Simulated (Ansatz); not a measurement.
# HfN (Fm-3m) in Ansatz: band structure with HSEsol

Aim: the band structure of HfN with HSEsol.

Everything below comes from runs of Ansatz 0.2.0. Logs are shortened: lines on timing, memory, paths and dates and some standing lists are left out, and cuts for length are marked.

### 1 Starting point

Symmetry: Fm-3m, No. 225, cubic system. The conventional cell has a = 4.512 Å, b = 4.512 Å, c = 4.512 Å, α = 90.00°, β = 90.00°, γ = 90.00°. Hf (site symmetry m-3m) has 6 N at 2.26 Å as nearest neighbours. N (site symmetry m-3m) is surrounded by 6 Hf at 2.26 Å.

### 2 Band structure, HSEsol

Input file input.yaml:

```yaml
crystal:
  lattice:
    - [0.0, 2.256, 2.256]
    - [2.256, 0.0, 2.256]
    - [2.256, 2.256, 0.0]
  atoms:
    - { symbol: Hf, position: [0.0, 0.0, 0.0] }
    - { symbol: "N", position: [0.5, 0.5, 0.5] }
hamiltonian:
  xc:
    exchange: hjs_pbesol
    correlation: pbesol
    exx: { coeff: 0.25, omega: 0.207 }
  pseudopotentials: { kind: paw }
kpoints:
  mp_grid: { grid: [5, 5, 5] }
  band_path:
    path:
      - [[0.0, 0.0, 0.0], [0.5, 0.0, 0.5], [0.5, 0.25, 0.75], [0.375, 0.375, 0.75], [0.0, 0.0, 0.0], [0.5, 0.5, 0.5], [0.625, 0.25, 0.625], [0.5, 0.25, 0.75], [0.5, 0.5, 0.5], [0.375, 0.375, 0.75]]
      - [[0.625, 0.25, 0.625], [0.5, 0.0, 0.5]]
    npoints: 4
scf:
  occupations: { method: fermi_dirac, width: 0.05 }
  n_extra_bands: 6
output:
  forces: true
  stress: true
  eigenvalues: true
  fatbands: false
```

Potentials or basis: Ansatz PAW.

The run is started by

```console
$ ansatz run input.yaml --threads 2 --pin off --max-ram 5632MiB --backend cpu --events-out ev --progress --plain --runs-dir out
```

Output:

```text
Warning: output.stress: scf.convergence.dr2_threshold = 1e-7 eV (the SCF's general default) is looser than the 2e-10 eV advised for a printed stress (1e-10 eV for each atom of the cell: 2). What an SCF threshold leaves in a stress goes as its square root, and in the free energy as the threshold itself, and one threshold admits the most on a small cell: of the crystals measured, under no hybrid functional and no lock of the moments, on runs that ended without the residual-converged pass, on stresses that held no estimate of that error, the worst erred by over 100 MPa in a component at 1e-7 eV an atom and by under 5 at 1e-10. Set scf.convergence.dr2_threshold to 2e-10 eV or tighter. The threshold is an SCF's pass mark: one that does not reach it within its budget of iterations ends unconverged, or closes short of it on a stop that the run arms, and scf.convergence.dr2_threshold's page says what that costs each kind of run
Warning: output.stress: scf.exx.energy_threshold = 1e-6 eV is looser than the 2e-8 eV advised for a stress under a hybrid functional (1e-8 eV for each atom of the cell: 2). Every SCF of the exchange loop can meet its threshold on dr2 while the loop round them stops early: no threshold on dr2 bounds what that leaves in the stress. Set scf.exx.energy_threshold to 2e-8 eV or tighter. The threshold is the loop's pass mark: a loop that does not reach it within its budget of cycles ends unconverged, and scf.exx.energy_threshold's page has the law
Warning: RAYON_NUM_THREADS=2 ignored (pool sized by the plan → 2); use --threads N
scf.n_extra_bands = 6 over 16 filled bands (N_el = 31.0): the run solves 22 bands
Engine: ansatz 0.2.0, aarch64-unknown-linux-gnu
Pseudopotentials: kind: paw
Pseudopotential: Hf, paw, valence charge 26, recommended cutoff 420 eV (normal), Hf.paw.azcp
Pseudopotential: N, paw, valence charge 5, recommended cutoff 420 eV (normal), N.paw.azcp
Functional definition: unnamed
  parameter a_1 = 0.25
  parameter omega_1 = 0.207/angstrom
  exchange = pbe_x(mu = 0.12345679012345678) + (-a_1)*hjs_pbesol_x_sr(omega_1) + a_1*exact_x_sr(omega_1)
  correlation = pbe_c(beta = 0.046)
Crystal: 2 atoms, lattice volume = 22.964 Å³
Basis set: ecut = 420 eV, 459 PW (Γ), exchange–correlation on 48×48×48 points (8 copies of the dense FFT grid, shifted against one another)
Bands: 22, of which v1, the nominal top of the filled ones, is band 16 counted from 1 (15 counted from 0)
Symmetry: 48 space group operations
Space group: Fm-3m (ITA 225), of the structure as read, at distance tolerance 2.8e-5 Å
k-points: 10 of 125
Non-local potential: Hf, projectors of the file, l = 0: 3, l = 1: 2, l = 2: 2, l = 3: 3
Non-local potential: N, projectors of the file, l = 0: 2, l = 1: 2, l = 2: 1
PAW form: soft (Blöchl's): semilocal exchange-correlation on the pseudo side does not see the compensation charge
PAW frozen core: Hf, regenerated for the run's functional, and the local potential with it (the file was generated under x = pbe(κ = 0.804, μ = 0.2195149727645171), c = pbe(β = 0.06672455060314922))
PAW frozen core: N, regenerated for the run's functional, and the local potential with it (the file was generated under x = pbe(κ = 0.804, μ = 0.2195149727645171), c = pbe(β = 0.06672455060314922))
PAW one-centre angular grid: Hf, 590 points (default); XC on 64 Gauss nodes
PAW one-centre angular grid: N, 110 points (default); XC on 64 Gauss nodes
Initial density: superposition of atomic densities (neutral atoms: chi_scale 0, normalization atom), corrected by the library's trained network
Initial wavefunctions: pseudopotential atomic-orbital guess
Functional: x = pbesol(κ = 0.804, μ = 0.12345679012345678), c = pbesol(β = 0.046), warm-up for x = hjs_pbesol + 0.25 (exact − hjs_pbesol) at short range (ω = 0.207 Å⁻¹), c = pbesol(β = 0.046)
SCF iter   1: F=—  HF=-15980.275387 eV  |F-HF|=—  |Δ(HF+E_count)|=         —  Δρ=8.89e-3  dr2=1.60e-2  ethr=1.77e-3  ⟨swp⟩=5.8  Hψ=836  notcnv=0
preconditioner: auto → none  [insulator: Δε(μ)=0.531 eV  Ē_g=20.831 eV  σ=0.050 eV  W_gap=0.54  n_scr=14 (ndim 8)  ℏωp=41.7 eV  f_vac=0.000  D(μ)=2.03/eV (n_scr^D=26)]
SCF iter   2: F=—  HF=-15980.271914 eV  |F-HF|=—  |Δ(HF+E_count)|=   3.47e-3  Δρ=3.28e-3  dr2=2.33e-3  ethr=5.17e-5  ⟨swp⟩=3.0  Hψ=444  notcnv=0
iter 3 solved again at ethr=9.00e-8 eV; its pass at ethr=7.52e-6 eV (dr2=2.79e-5 eV) is discarded
SCF iter   3: F=—  HF=-15980.271489 eV  |F-HF|=—  |Δ(HF+E_count)|=   4.25e-4  Δρ=4.89e-4  dr2=2.80e-5  ethr=9.00e-8  ⟨swp⟩=3.2  Hψ=904  notcnv=0
SCF iter   4: F=—  HF=-15980.271423 eV  |F-HF|=—  |Δ(HF+E_count)|=   6.60e-5  Δρ=2.96e-4  dr2=1.59e-5  ethr=9.00e-8  ⟨swp⟩=4.0  Hψ=599  notcnv=0
SCF iter   5: F=—  HF=-15980.271420 eV  |F-HF|=—  |Δ(HF+E_count)|=   3.21e-6  Δρ=2.99e-5  dr2=1.29e-7  ethr=5.11e-8  ⟨swp⟩=3.0  Hψ=413  notcnv=0
SCF iter   6: F=—  HF=-15980.271420 eV  |F-HF|=—  |Δ(HF+E_count)|=   2.51e-7  Δρ=1.84e-5  dr2=4.27e-8  ethr=4.15e-10  ⟨swp⟩=4.0  Hψ=587  notcnv=0
SCF iter   7: F=—  HF=-15980.271420 eV  |F-HF|=—  |Δ(HF+E_count)|=   3.71e-8  Δρ=3.96e-6  dr2=2.63e-9  ethr=1.38e-10  ⟨swp⟩=3.0  Hψ=486  notcnv=0
SCF iter   8: F=-15980.271420 eV  HF=-15980.271420 eV  |F-HF|=3.09e-11  |Δ(HF+E_count)|=   1.89e-9  Δρ=4.68e-7  dr2=3.02e-11  ethr=8.48e-12  ⟨swp⟩=3.7  Hψ=520  notcnv=0
SCF 1 converged in 8 iterations: F = -15980.271420 eV  dr2 = 3.02e-11
Initial density: handed on by an earlier stage of this run
Initial wavefunctions: those handed on with the density
Functional: x = hjs_pbesol + 0.25 (exact − hjs_pbesol) at short range (ω = 0.207 Å⁻¹), c = pbesol(β = 0.046)
Exchange kernel: α = 0.2500, screened, ω = 0.2070 Å⁻¹, Wigner–Seitz truncation, v(0) = 1034.4991 eV·Å³, q-mesh 5×5×5, nearest image of the exchange supercell L = 15.95 Å, pair-density grid 15×15×15, without the augmentation charges, whose exchange is taken in its separable form by FFT convolution over the k-point mesh (sized by the pseudopotential files, 18×18×18 at the most), smooth part of the exact exchange by density-matrix convolution
Frozen-core exchange: fock
iter 1 solved again at ethr=6.92e-5 eV; its pass at ethr=1.00e-1 eV (dr2=2.14e-2 eV) is discarded
SCF iter   1: F=—  HF=-16014.098017 eV  |F-HF|=—  |Δ(HF+E_count)|=         —  Δρ=9.75e-3  dr2=2.15e-2  ethr=6.92e-5  ⟨swp⟩=4.1  Hψ=1126  notcnv=0
preconditioner: auto → none  [insulator: Δε(μ)=0.333 eV  Ē_g=24.514 eV  σ=0.050 eV  W_gap=0.52  n_scr=14 (ndim 8)  ℏωp=41.7 eV  f_vac=0.000  D(μ)=1.92/eV (n_scr^D=14)]
SCF iter   2: F=—  HF=-16014.057729 eV  |F-HF|=—  |Δ(HF+E_count)|=   4.03e-2  Δρ=7.12e-3  dr2=6.23e-3  ethr=6.28e-5  ⟨swp⟩=4.0  Hψ=708  notcnv=0
SCF iter   3: F=—  HF=-16014.055396 eV  |F-HF|=—  |Δ(HF+E_count)|=   2.33e-3  Δρ=2.50e-3  dr2=5.87e-4  ethr=1.97e-5  ⟨swp⟩=3.0  Hψ=495  notcnv=0
SCF iter   4: F=—  HF=-16014.055088 eV  |F-HF|=—  |Δ(HF+E_count)|=   3.08e-4  Δρ=6.31e-4  dr2=1.04e-4  ethr=1.78e-6  ⟨swp⟩=3.0  Hψ=483  notcnv=0
SCF iter   5: F=-16014.055053 eV  HF=-16014.055054 eV  |F-HF|=1.22e-6  |Δ(HF+E_count)|=   3.34e-5  Δρ=1.99e-4  dr2=3.07e-6  ethr=3.21e-7  ⟨swp⟩=3.0  Hψ=409  notcnv=0
SCF 2 stopped early in 5 iterations: F = -16014.055053 eV  dr2 = 3.07e-6
hybrid outer 1: dexx = +1.070e-2 eV, tail = 7.29e-4 eV
Exchange kernel: α = 0.2500, screened, ω = 0.2070 Å⁻¹, Wigner–Seitz truncation, v(0) = 1034.4991 eV·Å³, q-mesh 5×5×5, nearest image of the exchange supercell L = 15.95 Å, pair-density grid 15×15×15, without the augmentation charges, whose exchange is taken in its separable form by FFT convolution over the k-point mesh (sized by the pseudopotential files, 18×18×18 at the most), smooth part of the exact exchange by density-matrix convolution
Frozen-core exchange: fock
SCF iter   1: F=—  HF=-16014.054923 eV  |F-HF|=—  |Δ(HF+E_count)|=         —  Δρ=1.76e-4  dr2=5.61e-6  ethr=1.18e-5  ⟨swp⟩=3.0  Hψ=460  notcnv=0
preconditioner: auto → none  [insulator: Δε(μ)=0.362 eV  Ē_g=24.191 eV  σ=0.050 eV  W_gap=0.52  n_scr=14 (ndim 8)  ℏωp=41.7 eV  f_vac=0.000  D(μ)=1.92/eV (n_scr^D=14)]
SCF iter   2: F=—  HF=-16014.054922 eV  |F-HF|=—  |Δ(HF+E_count)|=   3.87e-7  Δρ=7.68e-5  dr2=7.39e-7  ethr=1.75e-8  ⟨swp⟩=4.0  Hψ=522  notcnv=0
SCF iter   3: F=—  HF=-16014.054922 eV  |F-HF|=—  |Δ(HF+E_count)|=   5.75e-8  Δρ=3.87e-5  dr2=8.82e-8  ethr=2.12e-9  ⟨swp⟩=2.6  Hψ=415  notcnv=0
SCF iter   4: F=—  HF=-16014.054922 eV  |F-HF|=—  |Δ(HF+E_count)|=   5.49e-9  Δρ=1.06e-5  dr2=2.47e-8  ethr=2.81e-10  ⟨swp⟩=3.4  Hψ=528  notcnv=0
SCF iter   5: F=-16014.054922 eV  HF=-16014.054922 eV  |F-HF|=1.65e-9  |Δ(HF+E_count)|=   1.08e-8  Δρ=2.98e-6  dr2=1.91e-9  ethr=7.69e-11  ⟨swp⟩=3.0  Hψ=455  notcnv=0
SCF 3 converged in 5 iterations: F = -16014.054922 eV  dr2 = 1.91e-9
  Residual-converged pass: ⟨swp⟩=3.4  Hψ=488  notcnv=0  max |occ|·‖R‖ = 2.1e-6 eV (tolerance 2.4e-6 eV)  dr2=1.95e-9  dr2_onsite=2.45e-10  max |Δocc| = 1.8e-14
hybrid outer 2: dexx = +6.948e-7 eV, tail = 1.92e-7 eV, Δε = 5.04e-3 eV (about 3.33e-4 eV left of the loop's levels)
Exchange kernel: α = 0.2500, screened, ω = 0.2070 Å⁻¹, Wigner–Seitz truncation, v(0) = 1034.4991 eV·Å³, q-mesh 5×5×5, nearest image of the exchange supercell L = 15.95 Å, pair-density grid 15×15×15, without the augmentation charges, whose exchange is taken in its separable form by FFT convolution over the k-point mesh (sized by the pseudopotential files, 18×18×18 at the most), smooth part of the exact exchange by density-matrix convolution
Frozen-core exchange: fock
SCF iter   1: F=—  HF=-16014.054923 eV  |F-HF|=—  |Δ(HF+E_count)|=         —  Δρ=6.11e-6  dr2=3.32e-9  ethr=3.10e-9  ⟨swp⟩=3.5  Hψ=469  notcnv=0
preconditioner: auto → none  [insulator: Δε(μ)=0.361 eV  Ē_g=24.191 eV  σ=0.050 eV  W_gap=0.52  n_scr=14 (ndim 8)  ℏωp=41.7 eV  f_vac=0.000  D(μ)=1.92/eV (n_scr^D=14)]
SCF iter   2: F=-16014.054923 eV  HF=-16014.054923 eV  |F-HF|=1.41e-9  |Δ(HF+E_count)|=  5.86e-10  Δρ=3.36e-6  dr2=1.52e-9  ethr=1.06e-11  ⟨swp⟩=3.1  Hψ=539  notcnv=0
SCF 4 converged in 2 iterations: F = -16014.054923 eV  dr2 = 1.52e-9
  Residual-converged pass: ⟨swp⟩=2.0  Hψ=369  notcnv=0  max |occ|·‖R‖ = 2.0e-6 eV (tolerance 2.4e-6 eV)  dr2=1.51e-9  dr2_onsite=2.75e-10  max |Δocc| = 4.0e-15
hybrid outer 3: dexx = +8.612e-10 eV, tail = 3.77e-9 eV, Δε = 2.19e-4 eV (about 8.90e-5 eV left of the loop's levels), ΔF = 1.86e-29 eV/Å (tail inf)
NSCF: frozen V_eff on 42 k-points
hybrid SCF converged: 3 outer / 12 inner (+8 warm-up), last move |dexx| = 8.61e-10 eV, tail = 3.77e-9 eV
Stability not checked: this state was not tested for a lower state beside it, because the functional holds exact exchange (a hybrid, or Hartree-Fock), whose exchange loop this test does not read (fock_operator; see scf.lower_state_search)
Free energy (F): -16014.054923 eV
Frozen-core exchange: fock
Harris-Foulkes:  -16014.054923 eV  (|F-HF|=1.41e-9)
Internal energy: -16014.041542 eV  (E = F + TS)
E sigma→0 (E₀):  -16014.048232 eV
Entropy (-TS):   -0.013381 eV (-6.690 meV/atom)
Fermi energy:    24.071662 eV
--- Per-component energies (eV) ---
  E_band       = 102.201839
  E_kinetic    = 553.132250
  E_local      = -4705.563871  (includes V_loc(G=0)·N_el)
  E_nonlocal   = -1207.174066
  E_hartree    = 2231.709958
  E_xc         = -284.168261
  E_vxc        = -271.794700  (∫ρ·V_xc dr)
  E_exx        = -128.874785  (= α·E_x^exact, valence–valence)
  E_paw        = -6894.474235  (= ΣΔE_a)
  E_vpaw       = 1527.930664  (= ΣTr[D̂ρ^β])
  E_aug_tail   = 0.000092  (compensation charges beyond the density's cutoff)
  E_ewald      = -5580.690577
  E_core_change = 2.061954  (= ΣΔE_core)
  E_smearing   = -0.013381  (= −TS)
  E_closure    = 0.000000  (closes the sum)
  Σ components = -16014.054923   (vs F -16014.054923, Δ=-1.82e-12)
--- Forces (eV/Å), atoms counted from 1 ---
  atom   1  Hf     0.00000000    -0.00000000     0.00000000
  atom   2  N      0.00000000     0.00000000     0.00000000
  max |Σ_I F_I| component: 2.79e-29 eV/Å
--- Stress (GPa, compression-positive) ---
       -4.025275       0.000000       0.000000
        0.000000      -4.025275       0.000000
        0.000000       0.000000      -4.025275
  P = ⅓ Tr σ = -4.0253 GPa (-40.253 kbar)
--- Band table (eV; the first three rows and the last of 10) ---
  k-point 0: bands = ["-42.3940", "-9.3904", "-9.3904", "-9.3904", "4.1164", "7.6903", "7.6903", "7.6903", "7.7173", "7.8105", "7.8105", "7.8105", "20.2253", "20.2253", "20.2253", "23.7147", "23.7147", "23.7147", "26.2956", "26.3409", "26.3409", "33.9226"]
  k-point 1: bands = ["-42.3684", "-9.8174", "-9.4232", "-9.4232", "5.0196", "7.7175", "7.7175", "7.7214", "7.7383", "7.7874", "7.7874", "7.8112", "17.3863", "18.5193", "18.5193", "24.3950", "25.0087", "25.0087", "28.5645", "28.9403", "28.9403", "36.7075"]
  k-point 2: bands = ["-42.3265", "-10.4387", "-9.4747", "-9.4747", "6.4594", "7.7428", "7.7428", "7.7637", "7.7766", "7.7766", "7.8123", "8.0525", "14.1997", "16.8551", "16.8551", "26.4961", "27.6464", "27.6464", "29.8250", "32.9353", "32.9353", "37.3256"]
  k-point 9: bands = ["-42.3003", "-10.1917", "-9.9189", "-9.6880", "5.9611", "7.7351", "7.7446", "7.7587", "7.7612", "7.7733", "7.7867", "7.8782", "16.0806", "17.4034", "17.5630", "24.0759", "26.9947", "29.7190", "29.7839", "32.0732", "34.8227", "35.9738"]
```

Wall time 99 s (2 threads of Arm Neoverse V1, shared host); peak memory 0.65 GiB.

What came out:

| Property | Result |
| --- | --- |
| Free energy | -16014.0549 eV |
| Pressure | -4.0 GPa |
| Band gap on the k mesh | none (metal or under the smearing width) |

Levels at the corners of the path, in eV from the Fermi level:
```tsv
point	band 13	band 14	band 15	band 16	band 17	band 18	band 19	band 20
Γ	-3.85	-3.85	-3.85	-0.36	-0.36	-0.36	2.22	2.27
X	-6.66	-4.68	-4.68	-4.48	4.59	6.20	6.20	6.29
W	-7.39	-6.67	-6.67	1.21	1.21	6.22	6.23	6.79
K	-7.59	-6.76	-6.07	-1.07	4.38	5.00	6.73	7.37
Γ	-3.85	-3.85	-3.85	-0.36	-0.36	-0.36	2.22	2.27
L	-10.42	-7.44	-7.44	3.76	4.22	4.22	4.65	9.84
U	-7.59	-6.76	-6.07	-1.07	4.38	5.00	6.73	7.37
W	-7.39	-6.67	-6.67	1.21	1.21	6.22	6.23	6.79
L	-10.42	-7.44	-7.44	3.76	4.22	4.22	4.65	9.84
K	-7.59	-6.76	-6.07	-1.07	4.38	5.00	6.73	7.37
U	-7.59	-6.76	-6.07	-1.07	4.38	5.00	6.73	7.37
X	-6.66	-4.68	-4.68	-4.48	4.59	6.20	6.20	6.29
```

Caveat: the k mesh is coarse (spacing up to 0.48 Å⁻¹), so the values aren't converged, least of all with exact exchange; the pressure holds a Pulay correction of +0.5 GPa for the finite cutoff; spin-orbit coupling is left out, which moves the levels of the heavy elements; the PAW data sets come from PBE, with cores solved anew for the run's functional, which leaves a small shift of forces and pressure; the thresholds are loose for stress.
